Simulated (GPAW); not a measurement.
# The P K excitation threshold of GaP (R-3m) under uniform strain

For each volume the threshold was computed as E(hole) − E(ground) plus the lowest empty eigenvalue of the hole cell (GPAW, LDA, 12-atom cell, total energies on 3×3×3 k points, the eigenvalue on 5×5×4, hole spin-paired). The values are raw, 16 eV above the value with the free atom's term for the hole's spin taken off; only their change is used. The threshold is the spectrum's zero, where absorption may be weak, not the visible edge.

| volume | ln(V/V₀) | threshold (eV) |
| --- | --- | --- |
| V × 0.94 | -0.06188 | 2147.281 |
| V × 0.97 | -0.03046 | ? |
| V × 1 | +0.00000 | 2147.169 |
| V × 1.03 | +0.02956 | 2147.036 |
| V × 1.06 | +0.05827 | 2146.885 |

Fit a straight line in ln(V/V₀), give its slope, and predict the threshold at V × 0.97.

The means of the given rows are x̄ = +0.00649 and Ē = 2147.093 eV. Σ(x − x̄)(E − Ē) = -0.02543 and Σ(x − x̄)² = 0.00793, so the slope is -3.21 eV, and the line passes the given rows within 0.055 eV. At x = -0.03046 it gives 2147.093 + (-3.21) × (-0.03695) = 2147.211 eV. The run gives 2147.256 eV, a miss of -0.045 eV over a total move of -0.396 eV. The rows bend away from the line, so the slope is only a mean over the range. It stands for the clamped-ion volume deformation potential of the lowest empty level of the hole cell on this mesh (the hole may pull it below the band edge) against the P 1s level, with the hole's relaxation included: the threshold falls by 0.032 eV for 1 % of expansion. The charged cell's image error also scales with the cell's size and isn't taken out.

[Hosts, paths, dates, database ids (printed as entryN), source tags and the programs' standing remarks are cut or masked in the printed files.]

[Lists of maxima count a maximum above −3 eV only where it reaches 4 % of the highest in the window and stands out from its surroundings by 2 % of it (1.5 % where it reaches 55 %); shoulders and weaker maxima are passed over, and of the rest the first, up to two pre-edge ones and the few strongest are named.]
